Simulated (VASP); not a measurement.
# Ca (Fm-3m) in VASP: single point with PBE0

Aim: the single point of Ca with PBE0.

All numbers are computed with VASP 6.6.1; they aren't measurements. Logs are shortened: lines on timing, memory, paths and dates and some standing lists are left out, and cuts for length are marked.

## Step 1: The crystal as given

It takes space group Fm-3m (No. 225, cubic). The conventional cell has a = 5.458 Å, b = 5.458 Å, c = 5.458 Å, α = 90.00°, β = 90.00°, γ = 90.00°. Around Ca (site symmetry m-3m) lie 12 Ca at 3.86 Å.

## Step 2: Single point, PBE0

Contents of POSCAR:

```
Ca
1.0
    0.0000000000      2.7290300000      2.7290300000
    2.7290300000      0.0000000000      2.7290300000
    2.7290300000      2.7290300000      0.0000000000
Ca
1
Direct
    1.0000000000      0.0000000000      0.0000000000
```

Contents of INCAR.step1:

```
SYSTEM = Ca
PREC = Accurate
ENCUT = 520
EDIFF = 1E-5
ISMEAR = 0
SIGMA = 0.1
LREAL = .False.
LASPH = .True.
NELM = 60
ALGO = Normal
ISIF = 2
LWAVE = .True.
LCHARG = .False.
GGA = PE
```

Contents of INCAR.step2:

```
SYSTEM = Ca
PREC = Accurate
ENCUT = 520
EDIFF = 1E-6
ISMEAR = 0
SIGMA = 0.1
LREAL = .False.
LASPH = .True.
NELM = 60
ALGO = Normal
ISIF = 2
LWAVE = .False.
LCHARG = .False.
GGA = PE
LHFCALC = .True.
AEXX = 0.25
PRECFOCK = Fast
ISTART = 1
```

Contents of KPOINTS:

```
regular mesh
0
Gamma
  6 6 6
  0 0 0
```

Potentials or basis: VASP PAW PBE potentials, release 64 (Ca_sv).

Command:

```
$ cat potpaw_PBE.64/Ca_sv/POTCAR > POTCAR
$ cp INCAR.step1 INCAR
$ mpirun -np 1 vasp_std > vasp.out
$ cp INCAR.step2 INCAR
$ mpirun -np 1 vasp_std > vasp.out
```

OUTCAR:

```text
SYSTEM = Ca
   PREC = Accurate
   ENCUT = 520
   EDIFF = 1E-6
   ISMEAR = 0
   LREAL = .False.
   LASPH = .True.
   NELM = 60
   ISIF = 2
   GGA = PE
   LHFCALC = .True.
   AEXX = 0.25
   PRECFOCK = Fast
   ISTART = 1

 ion  position               nearest neighbor table
   1  0.000  0.000  0.000-

  LATTYP: Found a face centered cubic cell.
 ALAT       =     5.4580600000

  Lattice vectors:

 A1 = (   0.0000000000,   2.7290300000,   2.7290300000)
 A2 = (   2.7290300000,   0.0000000000,   2.7290300000)
 A3 = (   2.7290300000,   2.7290300000,   0.0000000000)

Analysis of symmetry for initial positions (statically):
=====================================================================
 Subroutine PRICEL returns:
 Original cell was already a primitive cell.

 Routine SETGRP: Setting up the symmetry group for a
 face centered cubic supercell.

 Subroutine GETGRP returns: Found 48 space group operations
 (whereof 48 operations were pure point group operations)
 out of a pool of 48 trial point group operations.

The static configuration has the point symmetry O_h .

Analysis of symmetry for dynamics (positions and initial velocities):
=====================================================================
 Subroutine PRICEL returns:
 Original cell was already a primitive cell.

 Routine SETGRP: Setting up the symmetry group for a
 face centered cubic supercell.

 Subroutine GETGRP returns: Found 48 space group operations
 (whereof 48 operations were pure point group operations)
 out of a pool of 48 trial point group operations.

The dynamic configuration has the point symmetry O_h .

 Subroutine INISYM returns: Found 48 space group operations
 (whereof 48 operations are pure point group operations),
 and found     1 'primitive' translations

----------------------------------------------------------------------------------------

                                     Primitive cell

  volume of cell :      40.6495

  direct lattice vectors                    reciprocal lattice vectors
     0.000000000  2.729030000  2.729030000    -0.183215282  0.183215282  0.183215282
     2.729030000  0.000000000  2.729030000     0.183215282 -0.183215282  0.183215282
     2.729030000  2.729030000  0.000000000     0.183215282  0.183215282 -0.183215282

  length of vectors
     3.859431238  3.859431238  3.859431238     0.317338176  0.317338176  0.317338176

  position of ions in fractional coordinates (direct lattice)
     0.000000000  0.000000000  0.000000000

  ion indices of the primitive-cell ions
   primitive index   ion index
                 1           1

----------------------------------------------------------------------------------------

 KPOINTS: regular mesh

Automatic generation of k-mesh.
 Grid dimensions read from file:
 generate k-points for:    6    6    6

 Generating k-lattice:

  Cartesian coordinates                     Fractional coordinates (reciprocal lattice)
    -0.030535880  0.030535880  0.030535880     0.166666667  0.000000000  0.000000000
     0.030535880 -0.030535880  0.030535880     0.000000000  0.166666667  0.000000000
     0.030535880  0.030535880 -0.030535880     0.000000000  0.000000000  0.166666667

  Length of vectors
     0.052889696  0.052889696  0.052889696

  Shift w.r.t. Gamma in fractional coordinates (k-lattice)
     0.000000000  0.000000000  0.000000000

 Subroutine IBZKPT returns following result:
 ===========================================

 Found     16 irreducible k-points:

 Following reciprocal coordinates:
            Coordinates               Weight
  0.000000  0.000000  0.000000      1.000000
  0.166667  0.000000  0.000000      8.000000
  0.333333  0.000000  0.000000      8.000000
  0.500000  0.000000  0.000000      4.000000
  0.166667  0.166667  0.000000      6.000000
  0.333333  0.166667  0.000000     24.000000
[... 8 lines left out ...]
 -0.333333  0.333333  0.166667     24.000000
 -0.333333  0.500000  0.166667     12.000000
   k-points           NKPTS =     16   k-points in BZ     NKDIM =    216   number of bands    NBANDS=      9
   number of dos      NEDOS =    301   number of ions     NIONS =      1
   total plane-waves  NPLWV =  27000
   dimension x,y,z NGX =    30 NGY =   30 NGZ =   30
   dimension x,y,z NGXF=    60 NGYF=   60 NGZF=   60
   ions per type =               1
   NGX,Y,Z   is equivalent  to a cutoff of  12.92, 12.92, 12.92 a.u.
   NGXF,Y,Z  is equivalent  to a cutoff of  25.85, 25.85, 25.85 a.u.
 SYSTEM =  Ca
   PREC   = accura    normal or accurate (medium, high low for compatibility)
   ISTART =      1    job   : 0-new  1-cont  2-samecut
   ICHARG =      0    charge: 1-file 2-atom 10-const
   ISPIN  =      1    spin polarized calculation?
   LNONCOLLINEAR =      F non collinear calculations
   LSORBIT =      F    spin-orbit coupling
   LASPH  =      T    aspherical Exc in radial PAW
   ENCUT  =  520.0 eV  38.22 Ry    6.18 a.u.   7.18  7.18  7.18*2*pi/ulx,y,z
   NELM   =     60;   NELMIN=  2; NELMDL=  0     # of ELM steps
   EDIFF  = 0.1E-05   stopping-criterion for ELM
   LREAL  =      F    real-space projection
   EDIFFG = 0.1E-04   stopping-criterion for IOM
   NSW    =      0    number of steps for IOM
   IBRION =     -1    ionic relax: 0-MD 1-quasi-New 2-CG
   NFREE  =      0    steps in history (QN), initial steepest desc. (CG)
   ISIF   =      2    stress and relaxation
   ISYM   =      3    0-nonsym 1-usesym 2-fastsym
   POTIM  = 0.5000    time-step for ionic-motion
   TEBEG  =    0.0;   TEEND  =   0.0 temperature during run
   PSTRESS=    0.0 pullay stress
   NELECT =      10.0000    total number of electrons
   NUPDOWN=      -1.0000    fix difference up-down
   EMIN   =  10.00;   EMAX   =-10.00  energy-range for DOS
   EFERMI =   0.00;   METHOD = LEGACY
   ISMEAR =     0;   SIGMA  =   0.10  broadening in eV -4-tet -1-fermi 0-gaus
   EFERMI_NEDOS =   21; number of points for ismear=-14 and -15
   IALGO  =     38    algorithm
   IMIX   =      1    mixing-type and parameters
     AMIX     =   0.40;   BMIX     =  1.00
     AMIX_MAG =   1.60;   BMIX_MAG =  1.00
  volume/ion in A,a.u.               =      40.65       274.32
  Fermi-wavevector in a.u.,A,eV,Ry     =   1.025785  1.938453 14.316536  1.052236
  Thomas-Fermi vector in A             =   2.159644
   LORBIT       =      0    0 simple, 1 ext, 2 COOP (PROOUT), +10 PAW based schemes
   GGA     = PE    functional components
   LHFCALC =     T    Hartree Fock is set to
   PRECFOCK=fast      Normal, Fast or Accurate (Low or Medium for compatibility)
   ENCUT4O =  -1.0   cutoff for four orbital integrals eV
   NKREDX  =     1    reduce k-point grid by
   NKREDY  =     1    reduce k-point grid by
   NKREDZ  =     1    reduce k-point grid by
   AEXX    =    0.2500 exact exchange contribution
   HFSCREEN=    0.0000 screening length (either q_TF or 0.3 A-1)
   HFSCREENC=   0.0000 screening length for correlation (either q_TF or 0.3 A-1)
   ENCUTFOCK=  -1.0 apply spherical cutoff to Coloumb kernel
   IVDW    =     0    specifies the selected vdW correction
   LEPSILON=     F    determine dielectric tensor
   LRPA    =     F    only Hartree local field effects (RPA)
 non-spin polarized calculation
 Gauss-broadening in eV      SIGMA  =   0.10
  energy-cutoff  :      520.00
  volume of cell :       40.65
 maximum number of plane-waves:      1113
 NGX is ok and might be reduce to    30
  NGX = 18; NGY = 18; NGZ = 18

 number of electron      10.0000002 magnetization

 Free energy of the ion-electron system (eV)
  ---------------------------------------------------
  ext. energy  EPLUGINS =         0.00000000
  ---------------------------------------------------
  free energy    TOTEN  =        -1.80170291 eV

  energy without entropy =       -1.79883230  energy(sigma->0) =       -1.80026760

 E-fermi :   2.1038     XC(G=0):  -6.2228

 val. band max:        2.0732564382   @ k =  -0.3333   0.5000   0.1667
 cond. band min:       2.6815417933   @ k =   0.5000   0.1667   0.0000
 fundamental gap:      0.6082853551
 Fermi energy:         2.1038183202

 k-point     1 :       0.0000    0.0000    0.0000
  band No.  band energies     occupation
      1     -43.8670      2.00000
      2     -23.2733      2.00000
      3     -23.2733      2.00000
      4     -23.2733      2.00000
      5      -3.2204      2.00000
      6       5.8473      0.00000
      7       5.8473      0.00000
      8       5.8473      0.00000
      9       7.1144      0.00000

 k-point     2 :       0.1667    0.0000    0.0000
  band No.  band energies     occupation
      1     -43.8627      2.00000
      2     -23.3168      2.00000
      3     -23.2789      2.00000
      4     -23.2789      2.00000
      5      -2.6531      2.00000
      6       5.2223      0.00000
      7       5.9930      0.00000
      8       5.9930      0.00000
      9       6.9879      0.00000

 k-point     3 :       0.3333    0.0000    0.0000
  band No.  band energies     occupation
      1     -43.8543      2.00000
      2     -23.4017      2.00000
      3     -23.2900      2.00000
      4     -23.2900      2.00000
      5      -1.0718      2.00000
      6       3.8090      0.00000
      7       5.8381      0.00000
      8       5.8381      0.00000
      9       7.4399      0.00000

 k-point     4 :       0.5000    0.0000    0.0000
  band No.  band energies     occupation
      1     -43.8501      2.00000
      2     -23.4430      2.00000
      3     -23.2957      2.00000
      4     -23.2957      2.00000
      5       0.9590      2.00000
      6       1.5116      2.00000
      7       5.6564      0.00000
      8       5.6564      0.00000
      9       7.9489      0.00000
[... 109 lines left out ...]
 k-point    14 :       0.5000    0.3333    0.1667
  band No.  band energies     occupation
      1     -43.8489      2.00000
      2     -23.3984      2.00000
      3     -23.3394      2.00000
      4     -23.3099      2.00000
      5       0.1829      2.00000
      6       3.9206      0.00000
      7       4.4038      0.00000
      8       6.4134      0.00000
      9       7.1827      0.00000

 k-point    15 :      -0.3333    0.3333    0.1667
  band No.  band energies     occupation
      1     -43.8461      2.00000
      2     -23.4022      2.00000
      3     -23.3590      2.00000
      4     -23.3195      2.00000
      5       1.8591      1.99946
      6       2.7876      0.00000
      7       4.1756      0.00000
      8       6.1537      0.00000
      9       7.6624      0.00000

 k-point    16 :      -0.3333    0.5000    0.1667
  band No.  band energies     occupation
      1     -43.8448      2.00000
      2     -23.4033      2.00000
      3     -23.3565      2.00000
      4     -23.3353      2.00000
      5       2.0733      1.33441
      6       3.5219      0.00000
      7       3.6040      0.00000
      8       6.2828      0.00000
      9       8.1930      0.00000

------------------------ aborting loop because EDIFF is reached ----------------------------------------

  FORCE on cell =-STRESS in cart. coord.  units (eV):
  Direction    XX          YY          ZZ          XY          YZ          ZX
  --------------------------------------------------------------------------------------
  -------------------------------------------------------------------------------------
  Total        0.2772719      0.2772719      0.2772719     -0.0000000      0.0000000      0.0000000
  in kB       10.9285261     10.9285261     10.9285261     -0.0000000      0.0000000      0.0000000
  external PRESSURE =      10.9285261 kB  Pullay stress =       0.0000000 kB

 VOLUME and BASIS-vectors are now :
 -----------------------------------------------------------------------------
  energy-cutoff  :      520.00
  volume of cell :       40.65
      direct lattice vectors                 reciprocal lattice vectors
     0.000000000  2.729030000  2.729030000    -0.183215282  0.183215282  0.183215282
     2.729030000  0.000000000  2.729030000     0.183215282 -0.183215282  0.183215282
     2.729030000  2.729030000  0.000000000     0.183215282  0.183215282 -0.183215282

 POSITION                                       TOTAL-FORCE (eV/Angst)
 -----------------------------------------------------------------------------------
      0.00000      0.00000      0.00000         0.000000      0.000000      0.000000
 -----------------------------------------------------------------------------------
    total drift:                                0.000000      0.000000      0.000000

  FREE ENERGIE OF THE ION-ELECTRON SYSTEM (eV)
  ---------------------------------------------------
  free  energy   TOTEN  =        -1.8017029104 eV

  energy  without entropy=       -1.7988322980  energy(sigma->0) =       -1.80026760
```

It took 6.6 min on 1 thread of Intel Xeon Platinum 8259CL at 2.50GHz (Skylake/Cascade Lake), shared host; peak memory 0.18 GiB.

Results:

| Property | Result |
| --- | --- |
| Free energy | -1.8017 eV |
| Pressure | 1.1 GPa |
| Band gap on the k mesh | none (metal or under the smearing width) |

Caveat: the PAW data sets were made with another functional, which shifts forces and pressure a little.
